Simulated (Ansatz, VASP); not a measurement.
# Mg in VASP and in Ansatz

```
CELL_PARAMETERS angstrom
3.17922 0.00000 0.00000
-1.58961 2.75328 0.00000
0.00000 0.00000 5.16370
ATOMIC_POSITIONS crystal
Mg 0.33333 0.66667 0.25000
Mg 0.66667 0.33333 0.75000
```

Alike in both runs: functional r2SCAN; k mesh 14 × 14 × 8; occupations fermi-dirac, width 0.05 eV; no spin polarisation.

Ansatz relaxed the structure, and its values are those at the end. VASP's run is a single point on that final structure, the one shown.

```csv
,VASP,Ansatz
version,VASP 6.6.1,Ansatz 0.2.0
potentials or method,"VASP PAW PBE potentials, release 64 (Mg)",plane-wave PAW DFT
plane-wave cutoff (eV),520,500
valence electrons in the cell,4,20
```

Ansatz gave:

| Item | Value |
| --- | --- |
| pressure (GPa) | 0.0 |

Task: Estimate VASP's values.

Result: Pressure (GPa): -0.3.

The two sets of potentials don't hold the same shells in valence.

Caveats: the PAW data sets were made with another functional, which shifts forces and pressure a little (VASP).
